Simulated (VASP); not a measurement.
Runs of VASP 6.6.1 on GaN. The structure is hexagonal, space group P6_3mc (No. 186). The conventional cell has a = 3.180 Å, b = 3.180 Å, c = 5.166 Å, α = 90.00°, β = 90.00°, γ = 120.00°. Ga (site symmetry 3m) has 4 N at 1.94 to 1.95 Å as nearest neighbours. N (site symmetry 3m) has 4 Ga at 1.94 to 1.95 Å as nearest neighbours. 

```tsv
level	potentials or basis	gap on the mesh (eV)	pressure (GPa)	relaxed volume (Å³/atom)	largest force (eV/Å)
LDA	VASP PAW LDA potentials, release 64 (Ga_d, N)	2.11	0.0	(d)	0.01
PBE+D3(BJ)	VASP PAW PBE potentials, release 64 (Ga_d, N)	1.85	0.1	11.52	-
PBEsol	VASP PAW PBE potentials, release 64 (Ga_d, N)	1.91	0.0	11.35	0.01
r2SCAN	VASP PAW PBE potentials, release 64 (Ga_d, N)	2.30	0.0	(a)	-
PBE	VASP PAW PBE potentials, release 64 (Ga_d, N)	1.72	0.1	11.75	0.01
AM05	VASP PAW PBE potentials, release 64 (Ga_d, N)	2.01	0.0	(c)	0.01
RPBE	VASP PAW PBE potentials, release 64 (Ga_d, N)	1.62	-0.1	(b)	-
```

Alike in all rows: task relaxation of cell and atoms; no spin polarisation; cell relaxed; k mesh 12 × 12 × 5; cutoff (eV) 600; smearing gaussian 0.03 eV.

Problem. Fill in the values left out.

Solution. (a) 11.43; (b) 12.03; (c) 11.33; (d) 11.10.

Caveats: an odd mesh through Γ misses points on the zone boundary, where band edges often lie; the PAW data sets were made with another functional, which shifts forces and pressure a little (some runs).

A k mesh can miss the band edges, and the runs leave out spin-orbit coupling on Ga.

Not every run made on this cell is shown here.
